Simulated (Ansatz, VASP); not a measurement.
This is a calculation of GaAs for Ansatz 0.2.0.

input.yaml

```yaml
crystal:
  lattice:
    - [0.0, 2.82685, 2.82685]
    - [2.82685, 0.0, 2.82685]
    - [2.82685, 2.82685, 0.0]
  atoms:
    - { symbol: As, position: [0.75, 0.75, 0.75] }
    - { symbol: Ga, position: [0.0, 0.0, 0.0] }
hamiltonian:
  xc: pbe
  pseudopotentials: { kind: paw }
kpoints:
  mp_grid: { grid: [8, 8, 8] }
scf:
  occupations: { method: gaussian, width: 0.013 }
output:
  forces: true
  stress: true
  eigenvalues: true
```

Potentials or basis: Ansatz PAW.

Run with:

```console
$ ansatz run input.yaml --threads 2 --pin off --max-ram 5632MiB --backend cpu --events-out ev --progress --plain --runs-dir out
```

**Question.** Set up the same calculation for VASP 6.6.1. Potentials there: VASP PAW PBE potentials, release 64 (As, Ga_d).

**Answer.** As run (the cutoff follows the program's own potentials):

The input INCAR:

```
PREC     = Accurate       # precision mode
ENCUT    = 520            # plane-wave cutoff, eV
EDIFF    = 1E-6           # SCF threshold, eV
ISMEAR   = 0              # smearing method
SIGMA    = 0.013000000000000001 # smearing width, eV
LREAL    = F              # projectors in reciprocal space
LASPH    = T              # aspherical terms in the spheres
NELM     = 100            # most SCF steps
ALGO     = Normal         # electronic algorithm
ISIF     = 2              # what is computed and relaxed
LWAVE    = F              # write WAVECAR
LCHARG   = F              # write CHGCAR
GGA      = PE             # functional
NBANDS   = 16             # bands
```

File KPOINTS:

```
Automatic mesh
0
Gamma
  8 8 8
```

The input POSCAR:

```
GaAs
1.0
    0.0000000000      2.8268500000      2.8268500000
    2.8268500000      0.0000000000      2.8268500000
    2.8268500000      2.8268500000      0.0000000000
As Ga
1 1
Direct
    0.7500000000      0.7500000000      0.7500000000
    0.0000000000      0.0000000000      0.0000000000
```

Potentials or basis: VASP PAW PBE potentials, release 64 (As, Ga_d).

Run with:

```console
$ cat potpaw_PBE.64/As/POTCAR potpaw_PBE.64/Ga_d/POTCAR > POTCAR
$ mpirun -np 1 vasp_std > vasp.out
```

Both were run:

|  | VASP | Ansatz | Ansatz less VASP |
| --- | --- | --- | --- |
| gap on the k mesh at the Fermi level (eV) | 0.52 | 0.52 | -0.004 |
| least direct gap on the mesh (eV) | 0.52 | 0.52 | -0.004 |
| pressure (GPa) | 3.4 | 3.3 | -0.18 |

The two sets of potentials don't hold the same shells in valence.

A k mesh can miss the band edges. PBE gaps usually lie below the measured ones, often by a third to a half.
